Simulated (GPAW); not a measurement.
# How the smearing moves the magnetism of free-standing triangular Co monolayer, spacing 2.65 A, part 2 of 2

Wanted: the cheapest choice of the smearing that holds the magnetic results of free-standing triangular Co monolayer, spacing 2.65 A.

GPAW 26.7.0; PBE; plane waves with GPAW's PAW setups, scalar-relativistic.

So far, largest spin moment in the augmentation sphere (μB): step 2 (rung 1 (width 0.4 eV), start ferro +) 1.85; step 5 (rung 2 (width 0.2 eV), start antiferro q=(0,1/2,0) +-) 1.78; step 6 (rung 3 (width 0.1 eV), start ferro +) 1.97; step 7 (rung 3 (width 0.1 eV), start antiferro q=(0,1/2,0) +-) 1.83; step 8 (rung 4 (width 0.05 eV), start ferro +) 1.95.

## Step 9: Rung 4 (width 0.05 eV), start antiferro q=(0,1/2,0) +-

Input file order2.py:

```python
import json
import numpy as np
from ase import Atoms
from ase.parallel import paropen, parprint
from gpaw import GPAW

atoms = Atoms(['Co', 'Co'],
    cell=[[2.65, 0.0, 0.0],
         [-2.65, 4.589934, 0.0],
         [0.0, 0.0, 14.0]],
    scaled_positions=[[0.0, 0.0, 0.5],
         [0.0, 0.5, 0.5]],
    pbc=True,
    magmoms=[2.0, -2.0])
atoms.calc = GPAW(mode={'name': 'pw', 'ecut': 550},
    xc='PBE',
    kpts={'size': (12, 6, 1), 'gamma': True},
    occupations={'name': 'fermi-dirac', 'width': 0.05},
    convergence={'density': 1e-05, 'energy': 1e-05},
    maxiter=200,
    symmetry={'tolerance': 1e-4},
    txt='order2.txt')
e = atoms.get_potential_energy(force_consistent=True)
res = {'free_energy': e, 'energy_sigma0': atoms.get_potential_energy(), 'fermi_energy': atoms.calc.get_fermi_level()}
res['moments'] = atoms.get_magnetic_moments().tolist()
res['total'] = atoms.get_magnetic_moment()
parprint('site moments (muB):', np.round(res['moments'], 3))
parprint(f"total moment: {res['total']:.3f} muB")
parprint(f'free energy: {e:.6f} eV')
atoms.calc.write('order2.gpw')
with paropen('results.json', 'w') as f:
    json.dump(res, f)
```

Launch:

```sh
$ OMP_NUM_THREADS=1 python3 order2.py > order2.log
```

Numbers of over 12 decimals in the logs are rounded to 6 here.

The program printed:

```text
site moments (muB): [ 1.847 -1.847]
total moment: 0.000 muB
free energy: -12.505324 eV

--- order2.txt ---
Input parameters:
  mode=PW(ecut=550),
  convergence={'density': 1e-05, 'energy': 1e-05},
  kpts=MonkhorstPack(size=(12, 6, 1), gamma=True),
  maxiter=200,
  occupations=Occupations(name='fermi-dirac', width=0.05),
  symmetry=Symmetry(tolerance=0.0001),
  xc=XC(name='PBE')

Diagonalizing LCAO Hamiltonian
[...]
|          3 |        -4.509 |     1.000 |        -4.509 |     1.000 |
|          4 |        -4.096 |     1.000 |        -4.096 |     1.000 |
[...]
|         11 |        -1.698 |     0.000 |        -1.698 |     0.000 |
|         12 |        -0.577 |     0.000 |        -0.577 |     0.000 |
|         13 |         1.614 |     0.000 |         1.614 |     0.000 |
|         14 |         3.000 |     0.000 |         3.000 |     0.000 |

No gap
No difference between direct/indirect transitions


[key lines of the parts left out:]
Free energy:     -12.505324
Converged in 20 steps
dipole moment: (-7.099888, -12.297369, -0.000012)  # |e|*Ang
Fermi level: -2.428
```

The job ended after 50 s (1 MPI rank of AMD EPYC 9R45, shared host; peak memory 0.35 GiB).

This step gave:

```
magnetization  : 0 μB
final state    : antiferromagnetic
largest moment : 1.847 μB
```

This start lies +135.9 meV a seeded atom from the first, a change of -11.3 meV since rung 3; its largest moment is 1.85 μB.

## Step 10: Rung 5 (width 0.02 eV), start ferro +

Input file order1.py:

```python
import json
import numpy as np
from ase import Atoms
from ase.parallel import paropen, parprint
from gpaw import GPAW

atoms = Atoms(['Co'],
    cell=[[2.65, 0.0, 0.0],
         [-1.325, 2.294967, 0.0],
         [0.0, 0.0, 14.0]],
    scaled_positions=[[0.0, 0.0, 0.5]],
    pbc=True,
    magmoms=[2.0])
atoms.calc = GPAW(mode={'name': 'pw', 'ecut': 550},
    xc='PBE',
    kpts={'size': (12, 12, 1), 'gamma': True},
    occupations={'name': 'fermi-dirac', 'width': 0.02},
    convergence={'density': 1e-05, 'energy': 1e-05},
    maxiter=200,
    symmetry={'tolerance': 1e-4},
    txt='order1.txt')
e = atoms.get_potential_energy(force_consistent=True)
res = {'free_energy': e, 'energy_sigma0': atoms.get_potential_energy(), 'fermi_energy': atoms.calc.get_fermi_level()}
res['moments'] = atoms.get_magnetic_moments().tolist()
res['total'] = atoms.get_magnetic_moment()
parprint('site moments (muB):', np.round(res['moments'], 3))
parprint(f"total moment: {res['total']:.3f} muB")
parprint(f'free energy: {e:.6f} eV')
atoms.calc.write('order1.gpw')
with paropen('results.json', 'w') as f:
    json.dump(res, f)
```

Launch:

```sh
$ OMP_NUM_THREADS=1 python3 order1.py > order1.log
```

The program printed:

```text
site moments (muB): [1.94]
total moment: 1.847 muB
free energy: -6.379971 eV

--- order1.txt ---
Input parameters:
  mode=PW(ecut=550),
  convergence={'density': 1e-05, 'energy': 1e-05},
  kpts=MonkhorstPack(size=(12, 12, 1), gamma=True),
  maxiter=200,
  occupations=Occupations(name='fermi-dirac', width=0.02),
  symmetry=Symmetry(tolerance=0.0001),
  xc=XC(name='PBE')

Diagonalizing LCAO Hamiltonian
[...]
|          3 |        -4.822 |     1.000 |        -3.099 |     1.000 |
|          4 |        -4.281 |     1.000 |        -2.032 |     0.000 |
|          5 |        -4.281 |     1.000 |        -2.032 |     0.000 |
|          6 |        -1.972 |     0.000 |        -2.029 |     0.000 |
|          7 |         1.666 |     0.000 |         1.599 |     0.000 |
|          8 |         2.773 |     0.000 |         2.615 |     0.000 |

No gap
No difference between direct/indirect transitions


[key lines of the parts left out:]
Free energy:      -6.379971
Converged in 15 steps
dipole moment: (-3.550524, -6.149688, -0.000004)  # |e|*Ang
Fermi level: -2.676
```

The job ended after 7.8 s (1 MPI rank; peak memory 0.19 GiB).

This step gave:

| Property | Result |
| --- | --- |
| magnetization | 1.847 μB |
| final state | ferromagnetic |
| largest moment | 1.940 μB |

The largest moment moves by -0.01 μB from rung 4, at 0.99 times its CPU time.

## Step 11: Rung 5 (width 0.02 eV), start antiferro q=(0,1/2,0) +-

order2.py is the script of step 9 with these lines changed:

```diff
@@ -17,3 +17,3 @@
     kpts={'size': (12, 6, 1), 'gamma': True},
-    occupations={'name': 'fermi-dirac', 'width': 0.05},
+    occupations={'name': 'fermi-dirac', 'width': 0.02},
     convergence={'density': 1e-05, 'energy': 1e-05},
```

Launch:

```sh
$ OMP_NUM_THREADS=1 python3 order2.py > order2.log
```

The program printed:

```text
site moments (muB): [ 1.853 -1.853]
total moment: -0.000 muB
free energy: -12.497529 eV

--- order2.txt ---
Input parameters:
  mode=PW(ecut=550),
  convergence={'density': 1e-05, 'energy': 1e-05},
  kpts=MonkhorstPack(size=(12, 6, 1), gamma=True),
  maxiter=200,
  occupations=Occupations(name='fermi-dirac', width=0.02),
  symmetry=Symmetry(tolerance=0.0001),
  xc=XC(name='PBE')

Diagonalizing LCAO Hamiltonian
[...]
|          3 |        -4.514 |     1.000 |        -4.514 |     1.000 |
|          4 |        -4.092 |     1.000 |        -4.092 |     1.000 |
[...]
|         11 |        -1.700 |     0.000 |        -1.700 |     0.000 |
|         12 |        -0.574 |     0.000 |        -0.574 |     0.000 |
|         13 |         1.614 |     0.000 |         1.614 |     0.000 |
|         14 |         3.000 |     0.000 |         3.000 |     0.000 |

No gap
No difference between direct/indirect transitions


[key lines of the parts left out:]
Free energy:     -12.497529
Converged in 16 steps
dipole moment: (-7.100483, -12.298399, -0.000012)  # |e|*Ang
Fermi level: -2.434
```

Run time: 40 s. Hardware: 1 MPI rank; peak memory 0.35 GiB.

Numbers from this step:

* magnetization: 0 μB
* final state: antiferromagnetic
* largest moment: 1.853 μB

This start lies +131.2 meV a seeded atom from the first, a change of -4.6 meV since rung 4; its largest moment is 1.85 μB.

## Step 12: The rungs together

Ladder, by row:

```csv
rung,smearing (eV),state from the first start,state from the second start,second less first (meV a seeded atom),"moment, first (μB)","moment, second (μB)",CPU time (s)
1,0.4,ferromagnetic,antiferromagnetic,67.72,1.846,1.62,51.57
2,0.2,ferromagnetic,antiferromagnetic,150.4,1.979,1.78,59.2
3,0.1,ferromagnetic,antiferromagnetic,147.2,1.968,1.834,59.38
4,0.05,ferromagnetic,antiferromagnetic,135.9,1.946,1.847,57.83
5,0.02,ferromagnetic,antiferromagnetic,131.2,1.94,1.853,47.92
```

## Step 13: Results

* range of the moment in the table, first start: 1.85 to 1.98 μB
* range of CPU time: 48 s to 59 s
* range of the energy difference: 67.7 to 150 meV a seeded atom
* first rung from which all stay within 6.6 meV of the last: 4

What this shows: From rung 4 on the result stays within 4.6 meV of the last rung, inside the margin of 6.6 meV set for it, at 121 % of the last rung's cost. The first start ends lower on every rung of the table; whether functional and cell give the true order is another question. The mesh stays the same, and a narrow smearing needs a finer one, so the last rung is no sure reference.

[Logs and program files are shortened in this print: banners, set-up blocks, solver, clock and traceback lines can be left out without a mark of their own.]

[Logs are printed without paths, hosts, clocks, repeated set-up lines and the standing remarks that a program may print on its own settings, such as how far it seeks lower states.]

[Hosts, paths, dates, database ids (printed as entryN), source tags and the programs' standing remarks are cut or masked in the printed files.]

[Where a cell is said to come from a database of computed structures, the database is the Materials Project.]
